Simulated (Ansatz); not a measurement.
**CdO**

**What was measured.** A cell as deposited of cubic CdO (space group Fm-3m), temperature not stated, from the Crystallography Open Database (1963), has a = 4.695 Å and 12.94 Å³/atom.

Computed with Ansatz (plane waves, PAW, 420 eV cutoff): PBE, scalar-relativistic, no spin polarisation, Γ-centred 12×12×12 mesh, 0.05 eV Gaussian smearing; PAW files: Ansatz's generated set soft_2.

```yaml
crystal:
  lattice:
    - [0.00000, 2.38381, 2.38381]
    - [2.38381, 0.00000, 2.38381]
    - [2.38381, 2.38381, 0.00000]
  atoms:
    - { symbol: Cd, position: [0.00000, 0.00000, 0.00000] }
    - { symbol: O, position: [0.50000, 0.50000, 0.50000] }
```

The chain of runs began from a cell as deposited in COD, expanded in volume.

The cell above was scaled in volume, its shape and atoms being fixed by the lattice's symmetry. Energies are counted from the cell above.

Cell and atoms are those of this level's equilibrium.

```
V (Å³/atom)  ΔE (meV/atom)  P from the stress (GPa)
     13.004           9.19                     5.67
     13.275           2.21                     2.67
     13.546           0.00                     0.00
     13.817           2.03                    -2.38
     14.088           7.85                    -4.50
```

**Question.** Do the energies and the pressures agree? Compare −ΔE/ΔV between neighbouring points (1 meV/Å³ = 0.1602 GPa) with the mean of their pressures.

**Answer.** 
| interval (Å³/atom) | −ΔE/ΔV (GPa) | mean P (GPa) |
| --- | --- | --- |
| 13.00 to 13.28 | 4.1 | 4.2 |
| 13.28 to 13.55 | 1.3 | 1.3 |
| 13.55 to 13.82 | -1.2 | -1.2 |
| 13.82 to 14.09 | -3.4 | -3.4 |
They differ by 0.04 GPa at most.

**Question.** What do the two routes give for V0, B0 and B0′?

**Answer.** A third-order Birch–Murnaghan fit of the energies: V0 = 13.55 Å³/atom, B0 = 125 GPa, B0′ = 4.8. A polynomial of P in ln V, with B = −dP/d ln V at P = 0: V0 = 13.55 Å³/atom, B0 = 126 GPa, B0′ = 4.8.

B0·V0 = 125.4 GPa × 13.55 Å³ = 10.61 eV/atom sets the scale: near the minimum ΔE ≈ ½ B0 V0 x², with x = V/V0 − 1, and a pressure of 1.3 GPa squeezes the volume by about 1 %. At the ends of the curve: x = −4.0 % predicts 8.5 meV/atom and the run gives 9.2; x = +4.0 % predicts 8.5 meV/atom and the run gives 7.9. The curve is steeper than the parabola on the compressed side and flatter on the expanded side: the bulk modulus rises with pressure.

**Comparison.** The computed cell (4.768 Å, 13.55 Å³/atom) differs from the database's by +4.7 % in volume, about +1.5 % in length. PBE usually overestimates volumes by a few per cent. The run is a metal.

The energies and stresses describe the same equation of state, so the bulk modulus of about 125 GPa is numerically sound for this functional, though that agreement is no test of the functional itself. The asymmetry of the curve is typical of a largely ionic rocksalt oxide: on compression, the overlap repulsion between filled Cd and O shells grows faster than the electrostatic attraction.

The metallic result conflicts with experiment, as CdO is an indirect-gap semiconductor, often degenerately n-type through native donors. In rocksalt, inversion symmetry forbids O 2p–Cd 4d mixing at Γ but allows it elsewhere, which pushes the valence-band maximum away from Γ, while the Cd 5s-derived conduction minimum stays there. PBE underestimates the separation of these bands and places the 4d states too high, exaggerating the p–d repulsion; the metallicity is therefore probably a spurious indirect band overlap. It supports no conclusion about the carriers or conductivity of real CdO.
